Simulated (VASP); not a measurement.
# VASP 6.6.1 run: SrTiO$_{3}$

INCAR

```
LWAVE = .FALSE.
LCHARG = .FALSE.
LDAUU = 0 4.0 0
ENCUT = 520
NSW = 0
IBRION = -1
NELM = 120
LDAUL = -1 2 -1
ISMEAR = -1
LASPH = .TRUE.
LREAL = .FALSE.
PREC = Accurate
LDAUTYPE = 2
LMAXMIX = 4
NBANDS = 28
GGA = PE
LDAU = .TRUE.
ISIF = 2
SIGMA = 0.2
EDIFF = 1E-7
LDAUJ = 0 0 0
```

KPOINTS

```
KPOINTS created by Atomic Simulation Environment
0
Gamma
6 6 6
0 0 0
```

POSCAR

```
Sr Ti O
 1.0000000000000000
     3.7505774414999999    0.0000000000000000    0.0000000000000000
     0.0000000000000000    3.7505774414999999    0.0000000000000000
     0.0000000000000000    0.0000000000000000    4.0148913647000004
 Sr  Ti  O
   1   1   3
Cartesian
  0.0000000000000000  0.0000000000000000  0.0000000000000000
  1.8752887207500004  1.8752887207500004  2.0074456823500002
  1.8752887207500004  1.8752887207500004  0.0000000000000000
  1.8752887207500004  0.0000000000000000  2.0074456823500002
  0.0000000000000000  1.8752887207500004  2.0074456823500002
```

The recommended PBE PAW datasets give the neutral cell 40 valence electrons.

Command

```
mpirun -np 1 vasp_std
```

Q: How does this run end, and what does it give?

A: It converged. Results: gap between bands v and c on the k mesh 2.35 eV; least direct gap on the k mesh 2.82 eV; pressure 22.3 GPa. Band v is the last that the valence electrons fill when counted band by band, and c is the next.

OSZICAR

```
N       E                     dE             d eps       ncg     rms          rms(c)
DAV:   1     0.443407301600E+03    0.44341E+03   -0.21379E+04  2240   0.161E+03
DAV:   2    -0.405909630786E+01   -0.44747E+03   -0.42723E+03  2592   0.447E+02
DAV:   3    -0.458796361205E+02   -0.41821E+02   -0.41542E+02  3148   0.135E+02
DAV:   4    -0.477889168855E+02   -0.19093E+01   -0.19050E+01  3340   0.245E+01
DAV:   5    -0.478297051216E+02   -0.40788E-01   -0.40779E-01  3116   0.317E+00    0.296E+01
DAV:   6    -0.365657333016E+02    0.11264E+02   -0.51693E+01  3180   0.680E+01    0.167E+01
DAV:   7    -0.368503001213E+02   -0.28457E+00   -0.53687E+00  2864   0.140E+01    0.114E+01
DAV:   8    -0.369339953879E+02   -0.83695E-01   -0.13556E+00  2884   0.986E+00    0.348E+00
DAV:   9    -0.368776745045E+02    0.56321E-01   -0.19508E-01  2752   0.421E+00    0.882E-01
DAV:  10    -0.368763806449E+02    0.12939E-02   -0.84389E-02  2984   0.216E+00    0.337E-01
DAV:  11    -0.368751841347E+02    0.11965E-02   -0.89266E-03  2988   0.657E-01    0.160E-01
DAV:  12    -0.368750591927E+02    0.12494E-03   -0.71609E-04  2652   0.292E-01    0.829E-02
DAV:  13    -0.368750904710E+02   -0.31278E-04   -0.20033E-04  2724   0.965E-02    0.217E-02
DAV:  14    -0.368750898855E+02    0.58550E-06   -0.35102E-05  3336   0.615E-02    0.100E-02
DAV:  15    -0.368750909716E+02   -0.10861E-05   -0.40320E-06  2728   0.204E-02    0.431E-03
DAV:  16    -0.368750907866E+02    0.18502E-06   -0.96480E-07  2868   0.118E-02    0.249E-03
DAV:  17    -0.368750908200E+02   -0.33379E-07   -0.20716E-07  2124   0.334E-03
   1 F= -.36875091E+02 E0= -.36874386E+02  d E =-.140904E-02
```

Standard output (part)

```
POSCAR found type information on POSCAR SrTiO
 POSCAR found :  3 types and       5 ions
 LDA part: xc-table for (Slater+PW92), standard interpolation
 POSCAR, INCAR and KPOINTS ok, starting setup
 WAVECAR not read
 entering main loop
```

For comparison, a separate PBE run of the intended cell, on usual settings and not on those above, gives a gap of 1.80 eV on its mesh and a pressure of 17.8 GPa.
